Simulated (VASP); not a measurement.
Wanted: the native input for a VASP 6.6.1 run.

| Item | Value |
| --- | --- |
| Task | single point |
| Functional | PBE |
| Dispersion | D3(BJ) |
| Potentials or basis | VASP PAW PBE potentials, release 64 (O, H, C, N) |
| Cutoff | 520 eV |
| k mesh | 1 × 1 × 1 |
| Occupations | fermi-dirac, width 0.05 eV |
| Spin | no spin polarisation |
| Dipole correction | no |
| Further INCAR settings | LREAL = Auto; ALGO = Normal; EDIFF = 1e-06; NBANDS = 61 |

The structure of H19C2NO8 lies in POSCAR:

```
H19C2NO8
1.0
    6.8894190000      0.0000000000      0.0000000000
    0.0000000000      6.8894190000      0.0000000000
    0.0000000000      0.0000000000      6.8894190000
O H C N
8 19 2 1
Direct
    0.9078994905      0.1769960573      0.6976059955
    0.3368353703      1.0950415412      0.7366804080
    0.3213478524      0.4246076483      0.8801758174
    0.6358881642      0.7068085132      0.9371327248
    0.6118803342      0.8232189100      0.4312700389
    0.8841964758      0.2791236823      0.0270124375
    0.0410049091      0.8219415890      0.7108436865
    0.5979168926      0.3661702097      0.3142064665
    0.8643399393      0.2378720179      0.5775378156
    0.7918374539      0.1991459657      0.7749129498
    0.2192492574      0.9952218032      0.7407591264
    0.4261026946      1.0138881087      0.8040736091
    0.2529676305      0.4851642787      0.7724744278
    0.2783834167      0.2964836367      0.8549922715
    0.7423557778      0.7560579492      0.8632658284
    0.5771168802      0.5875822040      0.8845448361
    0.5444871331      0.9307316045      0.4724346131
    0.6907984548      0.8738617872      0.3317115710
    0.7881941859      0.3797272310      0.0480592050
    0.9847709945      0.3567499669     -0.0195226912
    0.0382325418      0.7296986872      0.6029100567
   -0.0481317801      0.9254916851      0.6627119065
    0.5171118203      0.4679204444      0.3736309259
    0.5400600544      0.2515161293      0.3605093550
    0.1126510087      0.7962790476      0.0344441237
    0.1816553762      0.9162020774      0.2817218694
    0.3545001400      0.8416529754      0.1165845770
    0.2088855388      0.8082394176      0.1729899140
    0.1713497176      0.6217069974      0.2806042135
    0.1217228913      0.4737264492      0.3476780843
```

The cell was built by a generator and needn't be a form met in nature.

The input as run:

INCAR

```
SYSTEM = H19C2NO8
ALGO = Normal
EDIFF = 1E-6
ENCUT = 520
GGA = PE
ISIF = 2
ISMEAR = -1
IVDW = 12
LASPH = .True.
LCHARG = .True.
LELF = .True.
LREAL = Auto
LVHAR = .True.
LWAVE = .False.
NBANDS = 61
NELM = 80
PREC = Accurate
SIGMA = 0.05
```

KPOINTS

```
k-points
0
Gamma
  1 1 1
  0 0 0
```

Potentials or basis: VASP PAW PBE potentials, release 64 (O, H, C, N).

Launch:

```sh
$ cat potpaw_PBE.64/O/POTCAR potpaw_PBE.64/H/POTCAR potpaw_PBE.64/C/POTCAR potpaw_PBE.64/N/POTCAR > POTCAR
$ mpirun -np 1 vasp_gam > vasp.out
```

It gave:

* Pressure: 1.7 GPa
* Largest force: 3.399 eV/Å
* Band gap on the k mesh: 4.02 eV, direct
* Dispersion energy per atom: -0.036 eV

Caveat: the standard files for N, O and F lose accuracy on very short bonds.

Run time: 49 s on 1 thread of Intel(R) Xeon(R) Platinum 8259CL CPU @ 2.50GHz (Skylake/Cascade Lake) (shared host), peak memory 0.36 GiB.
